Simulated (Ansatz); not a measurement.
# A strain series on ZnO (rocksalt): xy shear, engineering strain (angle)

ZnO (rocksalt), relaxed with r2SCAN in the PAW code Ansatz, then strained (xy shear, engineering strain (angle); angles, axes as in the cell below) with the atoms relaxed again within the symmetry that is left. The symmetry is Fm-3m (No. 225, cubic); conventional cell a = 4.268 Å, 9.72 Å³ an atom. Zn has 6 O at 2.13 Å; O has 6 Zn at 2.13 Å. The calculation is spin-unpolarised, and the structure need not be a phase that has been made.

```
Zn O
1.0
     0.00000    2.13377    2.13377
     2.13377    0.00000    2.13377
     2.13377    2.13377    0.00000
Zn O
1 1
Cartesian
  0.0000 0.0000 0.0000
  2.1338 2.1338 2.1338
```

Gaps are the least over each mesh (PBE 10×10×10, r2SCAN 10×10×10, HSE06 8×8×8 when unstrained) and the special points, which keep their unstrained names; stress is the change from the unstrained cell, compression positive.

| strain (%) | gap, PBE (eV) | gap, r2SCAN (eV) | gap, HSE06 (eV) | edges, HSE06 | xy stress, r2SCAN (GPa) | energy rise, r2SCAN (meV/atom) |
| --- | --- | --- | --- | --- | --- | --- |
| -3.11 | 0.921 | 1.541 | 2.706 | L → Γ | +2.97 | 2.8 |
| 0.0 | 0.950 | 1.567 | 2.739 | L → Γ | 0.00 | 0.0 |
| +1.76 | 0.935 | 1.554 | 2.722 | L → Γ | -1.68 | 0.9 |

**Question.** Estimate the row for a strain of -4.96 %.

**Answer.**

| strain (%) | gap, PBE (eV) | gap, r2SCAN (eV) | gap, HSE06 (eV) | edges, HSE06 | xy stress, r2SCAN (GPa) | energy rise, r2SCAN (meV/atom) |
| --- | --- | --- | --- | --- | --- | --- |
| -4.96 | 0.897 | 1.516 | 2.677 | L → Γ | +4.75 | 7.1 |

The meshes of the hybrids are coarse, so their gaps aren't converged to the digits shown.
